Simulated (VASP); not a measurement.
# BaTe (Fm-3m) in VASP: a series of runs

One crystal, BaTe, is run at these levels: PBE; tasks: single point.

Program: VASP 6.6.1. These are calculated values, not measurements. Logs are shortened: lines on timing, memory, paths and dates and some standing lists are left out, and cuts for length are marked.

### 1 The crystal as given

It takes space group Fm-3m (No. 225, cubic). The conventional cell has a = 6.820 Å, b = 6.820 Å, c = 6.820 Å, α = 90.00°, β = 90.00°, γ = 90.00°. Ba (site symmetry m-3m) is surrounded by 6 Te at 3.41 Å. Te (site symmetry m-3m) is surrounded by 6 Ba at 3.41 Å.

### 2 Single point, PBE

Input file INCAR:

```
ALGO     = Normal         # electronic algorithm
EDIFF    = 1E-6           # SCF threshold, eV
ENCUT    = 450            # plane-wave cutoff, eV
GGA      = PE             # functional
ISIF     = 2              # what is computed and relaxed
ISMEAR   = 0              # smearing method
LASPH    = True           # aspherical terms in the spheres
LCHARG   = False          # write CHGCAR
LREAL    = False          # projectors in reciprocal space
LWAVE    = False          # write WAVECAR
NELM     = 60             # most SCF steps
PREC     = Accurate       # precision mode
SIGMA    = 0.02           # smearing width, eV
```

Input file KPOINTS:

```
k-points
0
Gamma
  4 4 4
```

Input file POSCAR:

```
BaTe
1.0
    0.0000000000      3.4100000000      3.4100000000
    3.4100000000      0.0000000000      3.4100000000
    3.4100000000      3.4100000000      0.0000000000
Ba Te
1 1
Direct
    0.0000000000      0.0000000000      0.0000000000
    0.5000000000      0.5000000000      0.5000000000
```

Potentials or basis: VASP PAW PBE potentials, release 64 (Ba_sv_GW, Te_GW).

Run with:

```sh
$ cat potpaw_PBE.64/Ba_sv_GW/POTCAR potpaw_PBE.64/Te_GW/POTCAR > POTCAR
$ mpirun -np 1 vasp_std > vasp.out
```

OUTCAR:

```text
EDIFF = 1E-6
   ENCUT = 450
   GGA = PE
   ISIF = 2
   ISMEAR = 0
   LASPH = True
   LREAL = False
   NELM = 60
   PREC = Accurate

 ion  position               nearest neighbor table
   1  0.000  0.000  0.000-
   2  0.500  0.500  0.500-

  LATTYP: Found a face centered cubic cell.
 ALAT       =     6.8200000000

  Lattice vectors:

 A1 = (   0.0000000000,   3.4100000000,   3.4100000000)
 A2 = (   3.4100000000,   0.0000000000,   3.4100000000)
 A3 = (   3.4100000000,   3.4100000000,   0.0000000000)

Analysis of symmetry for initial positions (statically):
=====================================================================
 Subroutine PRICEL returns:
 Original cell was already a primitive cell.

 Routine SETGRP: Setting up the symmetry group for a
 face centered cubic supercell.

 Subroutine GETGRP returns: Found 48 space group operations
 (whereof 48 operations were pure point group operations)
 out of a pool of 48 trial point group operations.

The static configuration has the point symmetry O_h .

Analysis of symmetry for dynamics (positions and initial velocities):
=====================================================================
 Subroutine PRICEL returns:
 Original cell was already a primitive cell.

 Routine SETGRP: Setting up the symmetry group for a
 face centered cubic supercell.

 Subroutine GETGRP returns: Found 48 space group operations
 (whereof 48 operations were pure point group operations)
 out of a pool of 48 trial point group operations.

The dynamic configuration has the point symmetry O_h .

 Subroutine INISYM returns: Found 48 space group operations
 (whereof 48 operations are pure point group operations),
 and found     1 'primitive' translations

----------------------------------------------------------------------------------------

                                     Primitive cell

  volume of cell :      79.3036

  direct lattice vectors                    reciprocal lattice vectors
     0.000000000  3.410000000  3.410000000    -0.146627566  0.146627566  0.146627566
     3.410000000  0.000000000  3.410000000     0.146627566 -0.146627566  0.146627566
     3.410000000  3.410000000  0.000000000     0.146627566  0.146627566 -0.146627566

  length of vectors
     4.822468248  4.822468248  4.822468248     0.253966394  0.253966394  0.253966394

  position of ions in fractional coordinates (direct lattice)
     0.000000000  0.000000000  0.000000000
     0.500000000  0.500000000  0.500000000

  ion indices of the primitive-cell ions
   primitive index   ion index
                 1           1
                 2           2

----------------------------------------------------------------------------------------

 KPOINTS: k-points

Automatic generation of k-mesh.
 Grid dimensions read from file:
 generate k-points for:    4    4    4

 Generating k-lattice:

  Cartesian coordinates                     Fractional coordinates (reciprocal lattice)
    -0.036656891  0.036656891  0.036656891     0.250000000  0.000000000  0.000000000
     0.036656891 -0.036656891  0.036656891     0.000000000  0.250000000  0.000000000
     0.036656891  0.036656891 -0.036656891     0.000000000  0.000000000  0.250000000

  Length of vectors
     0.063491599  0.063491599  0.063491599

  Shift w.r.t. Gamma in fractional coordinates (k-lattice)
     0.000000000  0.000000000  0.000000000

 Subroutine IBZKPT returns following result:
 ===========================================

 Found      8 irreducible k-points:

 Following reciprocal coordinates:
            Coordinates               Weight
  0.000000  0.000000  0.000000      1.000000
  0.250000  0.000000  0.000000      8.000000
  0.500000  0.000000  0.000000      4.000000
  0.250000  0.250000  0.000000      6.000000
  0.500000  0.250000  0.000000     24.000000
 -0.250000  0.250000  0.000000     12.000000
  0.500000  0.500000  0.000000      3.000000
 -0.250000  0.500000  0.250000      6.000000
   k-points           NKPTS =      8   k-points in BZ     NKDIM =      8   number of bands    NBANDS=     12
   number of dos      NEDOS =    301   number of ions     NIONS =      2
   total plane-waves  NPLWV =  46656
   dimension x,y,z NGX =    36 NGY =   36 NGZ =   36
   dimension x,y,z NGXF=    72 NGYF=   72 NGZF=   72
   ions per type =               1   1
   NGX,Y,Z   is equivalent  to a cutoff of  12.41, 12.41, 12.41 a.u.
   NGXF,Y,Z  is equivalent  to a cutoff of  24.82, 24.82, 24.82 a.u.
 SYSTEM =  unknown system
   PREC   = accura    normal or accurate (medium, high low for compatibility)
   ISTART =      0    job   : 0-new  1-cont  2-samecut
   ICHARG =      2    charge: 1-file 2-atom 10-const
   ISPIN  =      1    spin polarized calculation?
   LNONCOLLINEAR =      F non collinear calculations
   LSORBIT =      F    spin-orbit coupling
   LASPH  =      T    aspherical Exc in radial PAW
   ENCUT  =  450.0 eV  33.07 Ry    5.75 a.u.   8.34  8.34  8.34*2*pi/ulx,y,z
   NELM   =     60;   NELMIN=  2; NELMDL= -5     # of ELM steps
   EDIFF  = 0.1E-05   stopping-criterion for ELM
   LREAL  =      F    real-space projection
   EDIFFG = 0.1E-04   stopping-criterion for IOM
   NSW    =      0    number of steps for IOM
   IBRION =     -1    ionic relax: 0-MD 1-quasi-New 2-CG
   NFREE  =      0    steps in history (QN), initial steepest desc. (CG)
   ISIF   =      2    stress and relaxation
   ISYM   =      2    0-nonsym 1-usesym 2-fastsym
   POTIM  = 0.5000    time-step for ionic-motion
   TEBEG  =    0.0;   TEEND  =   0.0 temperature during run
   PSTRESS=    0.0 pullay stress
   NELECT =      16.0000    total number of electrons
   NUPDOWN=      -1.0000    fix difference up-down
   EMIN   =  10.00;   EMAX   =-10.00  energy-range for DOS
   EFERMI =   0.00;   METHOD = LEGACY
   ISMEAR =     0;   SIGMA  =   0.02  broadening in eV -4-tet -1-fermi 0-gaus
   EFERMI_NEDOS =   21; number of points for ismear=-14 and -15
   IALGO  =     38    algorithm
   IMIX   =      4    mixing-type and parameters
     AMIX     =   0.40;   BMIX     =  1.00
     AMIX_MAG =   1.60;   BMIX_MAG =  1.00
  volume/ion in A,a.u.               =      39.65       267.58
  Fermi-wavevector in a.u.,A,eV,Ry     =   0.960175  1.814468 12.543704  0.921936
  Thomas-Fermi vector in A             =   2.089436
   LORBIT       =      0    0 simple, 1 ext, 2 COOP (PROOUT), +10 PAW based schemes
   GGA     = PE    functional components
   LHFCALC =     F    Hartree Fock is set to
   AEXX    =    0.0000 exact exchange contribution
   IVDW    =     0    specifies the selected vdW correction
   LEPSILON=     F    determine dielectric tensor
   LRPA    =     F    only Hartree local field effects (RPA)
 non-spin polarized calculation
 Gauss-broadening in eV      SIGMA  =   0.02
  energy-cutoff  :      450.00
  volume of cell :       79.30
 maximum number of plane-waves:      1759
 NGX is ok and might be reduce to    36
   NGX = 17   NGY = 17   NGZ = 17

 number of electron      15.9999998 magnetization

 Free energy of the ion-electron system (eV)
  ---------------------------------------------------
  ext. energy  EPLUGINS =         0.00000000
  ---------------------------------------------------
  free energy    TOTEN  =        -9.91472893 eV

  energy without entropy =       -9.91472893  energy(sigma->0) =       -9.91472893

 E-fermi :   4.2342     XC(G=0):  -8.7032

 val. band max:        4.0696988956   @ k =   0.0000   0.0000   0.0000
 cond. band min:       5.4828397980   @ k =   0.5000   0.5000   0.0000
 fundamental gap:      1.4131409024
 Fermi energy:         4.2341671173

 k-point     1 :       0.0000    0.0000    0.0000
  band No.  band energies     occupation
      1     -22.6416      2.00000
      2      -7.8201      2.00000
      3      -7.8201      2.00000
      4      -7.8201      2.00000
      5      -5.5811      2.00000
      6       4.0697      2.00000
      7       4.0697      2.00000
      8       4.0697      2.00000
      9       7.0196      0.00000
     10       7.0196      0.00000
     11       7.0196      0.00000
     12       7.3775      0.00000

 k-point     2 :       0.2500    0.0000    0.0000
  band No.  band energies     occupation
      1     -22.6312      2.00000
      2      -8.1661      2.00000
      3      -7.8267      2.00000
      4      -7.8267      2.00000
      5      -5.0608      2.00000
      6       2.6280      2.00000
      7       3.3390      2.00000
      8       3.3390      2.00000
      9       7.2146      0.00000
     10       7.7749      0.00000
     11       7.7749      0.00000
     12       9.3577      0.00000

 k-point     3 :       0.5000    0.0000    0.0000
  band No.  band energies     occupation
      1     -22.6209      2.00000
      2      -8.4301      2.00000
      3      -7.8332      2.00000
      4      -7.8332      2.00000
      5      -4.5963      2.00000
      6       1.6850      2.00000
      7       2.8459      2.00000
      8       2.8459      2.00000
      9       8.2918      0.00000
     10       9.0980      0.00000
     11       9.2088      0.00000
     12       9.2088      0.00000

 k-point     4 :       0.2500    0.2500    0.0000
  band No.  band energies     occupation
      1     -22.6278      2.00000
      2      -8.0885      2.00000
      3      -7.8778      2.00000
      4      -7.8778      2.00000
      5      -5.1598      2.00000
      6       2.4608      2.00000
      7       3.7700      2.00000
      8       3.7700      2.00000
      9       6.0724      0.00000
     10       8.1430      0.00000
     11       8.1576      0.00000
     12       8.7631      0.00000

 k-point     5 :       0.5000    0.2500    0.0000
  band No.  band energies     occupation
      1     -22.6175      2.00000
      2      -8.2390      2.00000
      3      -7.9403      2.00000
      4      -7.8852      2.00000
      5      -4.9632      2.00000
      6       2.4096      2.00000
      7       3.0406      2.00000
      8       3.2472      2.00000
      9       6.7217      0.00000
     10       9.2640      0.00000
     11       9.5637      0.00000
     12       9.7903      0.00000

 k-point     6 :      -0.2500    0.2500    0.0000
  band No.  band energies     occupation
      1     -22.6209      2.00000
      2      -8.2620      2.00000
      3      -7.9509      2.00000
      4      -7.8343      2.00000
      5      -4.8415      2.00000
      6       2.1085      2.00000
      7       2.9276      2.00000
      8       3.2941      2.00000
      9       7.9114      0.00000
     10       8.2153      0.00000
     11       8.5733      0.00000
     12       9.0188      0.00000

 k-point     7 :       0.5000    0.5000    0.0000
  band No.  band energies     occupation
      1     -22.6141      2.00000
      2      -8.1107      2.00000
      3      -7.9359      2.00000
      4      -7.9359      2.00000
      5      -5.3564      2.00000
      6       2.9981      2.00000
      7       3.7267      2.00000
      8       3.7267      2.00000
      9       5.4828      0.00000
     10       8.7130      0.00000
     11       9.1531      0.00000
     12      10.1371      0.00000

 k-point     8 :      -0.2500    0.5000    0.2500
  band No.  band energies     occupation
      1     -22.6140      2.00000
      2      -8.0490      2.00000
      3      -8.0238      2.00000
      4      -8.0238      2.00000
      5      -5.0580      2.00000
      6       2.7005      2.00000
      7       3.1513      2.00000
      8       3.1513      2.00000
      9       7.6062      0.00000
     10       7.6062      0.00000
     11       9.1943      0.00000
     12       9.5757      0.00000

------------------------ aborting loop because EDIFF is reached ----------------------------------------

  FORCE on cell =-STRESS in cart. coord.  units (eV):
  Direction    XX          YY          ZZ          XY          YZ          ZX
  --------------------------------------------------------------------------------------
  -------------------------------------------------------------------------------------
  Total        1.8973838      1.8973838      1.8973838      0.0000000      0.0000000      0.0000000
  in kB       38.3329845     38.3329845     38.3329845      0.0000000      0.0000000      0.0000000
  external PRESSURE =      38.3329845 kB  Pullay stress =       0.0000000 kB

 VOLUME and BASIS-vectors are now :
 -----------------------------------------------------------------------------
  energy-cutoff  :      450.00
  volume of cell :       79.30
      direct lattice vectors                 reciprocal lattice vectors
     0.000000000  3.410000000  3.410000000    -0.146627566  0.146627566  0.146627566
     3.410000000  0.000000000  3.410000000     0.146627566 -0.146627566  0.146627566
     3.410000000  3.410000000  0.000000000     0.146627566  0.146627566 -0.146627566

 POSITION                                       TOTAL-FORCE (eV/Angst)
 -----------------------------------------------------------------------------------
      0.00000      0.00000      0.00000        -0.000000     -0.000000     -0.000000
      3.41000      3.41000      3.41000         0.000000      0.000000      0.000000
 -----------------------------------------------------------------------------------
    total drift:                                0.000000      0.000000      0.000000

  FREE ENERGIE OF THE ION-ELECTRON SYSTEM (eV)
  ---------------------------------------------------
  free  energy   TOTEN  =        -9.9147289291 eV

  energy  without entropy=       -9.9147289291  energy(sigma->0) =       -9.91472893
```

Run time: 24 s. Hardware: 1 thread of Intel Xeon Platinum 8259CL at 2.50GHz (Skylake/Cascade Lake), shared host; peak memory 0.2 GiB.

What came out:

- Free energy: -9.9147 eV
- Pressure: 3.8 GPa
- Band gap on the k mesh: 1.41 eV, indirect (least direct gap 1.76 eV)

Caveat: spin-orbit coupling is left out, which moves the levels of the heavy elements.

### 3 Single point, PBE

Input file INCAR:

```
PREC = Accurate ; ENCUT = 520
EDIFF = 1E-6 ; ISMEAR = 0
SIGMA = 0.02 ; LREAL = F
LASPH = T ; NELM = 60
ALGO = Fast ; ISIF = 2
LWAVE = F ; LCHARG = T
GGA = PE ; LELF = T
LVHAR = T ; NBANDS = 15
```

Input file KPOINTS:

```
regular mesh
0
Gamma
  7 7 7
```

Input file POSCAR:

```
BaTe
4.8225
    0.000000000000      0.707102125454      0.707102125454
    0.707102125454      0.000000000000      0.707102125454
    0.707102125454      0.707102125454      0.000000000000
Ba Te
1 1
Direct
    0.0000000000      0.0000000000      0.0000000000
    0.5000000000      0.5000000000      0.5000000000
```

Potentials or basis: VASP PAW PBE potentials, release 64 (Ba_sv, Te).

Run with:

```sh
$ cat potpaw_PBE.64/Ba_sv/POTCAR potpaw_PBE.64/Te/POTCAR > POTCAR
$ mpirun -np 1 vasp_std > vasp.out
```

OUTCAR:

```text
PREC = Accurate
   ENCUT = 520
   EDIFF = 1E-6
   ISMEAR = 0
   LREAL = F
   LASPH = T
   NELM = 60
   ISIF = 2
   GGA = PE

 ion  position               nearest neighbor table
   1  0.000  0.000  0.000-   2 3.41   2 3.41   2 3.41   2 3.41   2 3.41   2 3.41
   2  0.500  0.500  0.500-   1 3.41   1 3.41   1 3.41   1 3.41   1 3.41   1 3.41

  LATTYP: Found a face centered cubic cell.
 ALAT       =     6.8200000000

  Lattice vectors:

 A1 = (   0.0000000000,   3.4100000000,   3.4100000000)
 A2 = (   3.4100000000,   0.0000000000,   3.4100000000)
 A3 = (   3.4100000000,   3.4100000000,   0.0000000000)

Analysis of symmetry for initial positions (statically):
=====================================================================
 Subroutine PRICEL returns:
 Original cell was already a primitive cell.

 Routine SETGRP: Setting up the symmetry group for a
 face centered cubic supercell.

 Subroutine GETGRP returns: Found 48 space group operations
 (whereof 48 operations were pure point group operations)
 out of a pool of 48 trial point group operations.

[... 170 lines left out ...]
      3      -9.2065      2.00000
      4      -9.2065      2.00000
      5      -6.9312      2.00000
      6       2.7957      2.00000
      7       2.7957      2.00000
      8       2.7957      2.00000
      9       5.6586      0.00000
     10       5.6586      0.00000
     11       5.6586      0.00000
     12       6.0236      0.00000
     13       6.3623      0.00000
     14       6.3623      0.00000
[... 329 lines left out ...]
      2      -9.5064      2.00000
      3      -9.4209      2.00000
      4      -9.3226      2.00000
      5      -6.3766      2.00000
      6       1.2791      2.00000
      7       1.7578      2.00000
      8       1.8233      2.00000
      9       5.9366      0.00000
     10       6.8399      0.00000
     11       8.0462      0.00000
     12       8.3965      0.00000
     13       8.6231      0.00000
     14      10.6605      0.00000
     15      11.3549      0.00000

------------------------ aborting loop because EDIFF is reached ----------------------------------------

  FORCE on cell =-STRESS in cart. coord.  units (eV):
  Direction    XX          YY          ZZ          XY          YZ          ZX
  --------------------------------------------------------------------------------------
  -------------------------------------------------------------------------------------
  Total        2.1032692      2.1032692      2.1032692      0.0000000      0.0000000     -0.0000000
  in kB       42.4925033     42.4925033     42.4925033      0.0000000      0.0000000     -0.0000000
  external PRESSURE =      42.4925033 kB  Pullay stress =       0.0000000 kB

 VOLUME and BASIS-vectors are now :
 -----------------------------------------------------------------------------
  energy-cutoff  :      520.00
  volume of cell :       79.30
      direct lattice vectors                 reciprocal lattice vectors
     0.000000000  3.410000000  3.410000000    -0.146627566  0.146627566  0.146627566
     3.410000000  0.000000000  3.410000000     0.146627566 -0.146627566  0.146627566
     3.410000000  3.410000000  0.000000000     0.146627566  0.146627566 -0.146627566

 POSITION                                       TOTAL-FORCE (eV/Angst)
 -----------------------------------------------------------------------------------
      0.00000      0.00000      0.00000        -0.000000     -0.000000     -0.000000
      3.41000      3.41000      3.41000         0.000000      0.000000      0.000000
 -----------------------------------------------------------------------------------
    total drift:                                0.000000      0.000000      0.000000

  FREE ENERGIE OF THE ION-ELECTRON SYSTEM (eV)
  ---------------------------------------------------
  free  energy   TOTEN  =        -8.5126542880 eV

  energy  without entropy=       -8.5126542880  energy(sigma->0) =       -8.51265429
```

OSZICAR:

```text
N       E                     dE             d eps       ncg     rms          rms(c)
DAV:   1     0.857038393987E+02    0.85704E+02   -0.65467E+03   600   0.913E+02
DAV:   2    -0.336021892665E+01   -0.89064E+02   -0.80092E+02   790   0.156E+02
DAV:   3    -0.846875877382E+01   -0.51085E+01   -0.50640E+01   778   0.404E+01
DAV:   4    -0.859811702721E+01   -0.12936E+00   -0.12933E+00   807   0.655E+00
DAV:   5    -0.860043899408E+01   -0.23220E-02   -0.23219E-02   766   0.726E-01    0.417E+00
RMM:   6    -0.850674706956E+01    0.93692E-01   -0.10603E-01   608   0.132E+00    0.264E+00
RMM:   7    -0.850913066409E+01   -0.23836E-02   -0.11178E-01   713   0.174E+00    0.747E-01
RMM:   8    -0.851238082999E+01   -0.32502E-02   -0.87199E-03   642   0.754E-01    0.141E-01
RMM:   9    -0.851246902756E+01   -0.88198E-04   -0.17535E-03   816   0.208E-01    0.903E-02
RMM:  10    -0.851263694399E+01   -0.16792E-03   -0.48811E-04   780   0.129E-01    0.296E-02
RMM:  11    -0.851265048074E+01   -0.13537E-04   -0.13391E-04   821   0.617E-02    0.166E-02
RMM:  12    -0.851265279663E+01   -0.23159E-05   -0.38522E-05   839   0.254E-02    0.770E-03
RMM:  13    -0.851265418073E+01   -0.13841E-05   -0.10908E-05   757   0.143E-02    0.484E-03
RMM:  14    -0.851265428804E+01   -0.10732E-06   -0.25281E-06   607   0.656E-03
   1 F= -.85126543E+01 E0= -.85126543E+01  d E =-.325074E-23
```

Run time: 22 s. Hardware: 1 thread of Intel Xeon Platinum 8488C (Sapphire Rapids), shared host; peak memory 0.2 GiB.

What came out:

```
Free energy            : -8.5127 eV
Pressure               : 4.2 GPa
Band gap on the k mesh : 1.38 eV, indirect (least direct gap 1.76 eV)
```

Caveat: spin-orbit coupling is left out, which moves the levels of the heavy elements; an odd mesh through Γ misses points on the zone boundary, where band edges often lie. Expect the measured gap to be larger: semilocal functionals such as PBE lack the derivative discontinuity.

(Part 1 of 2 ends here.)
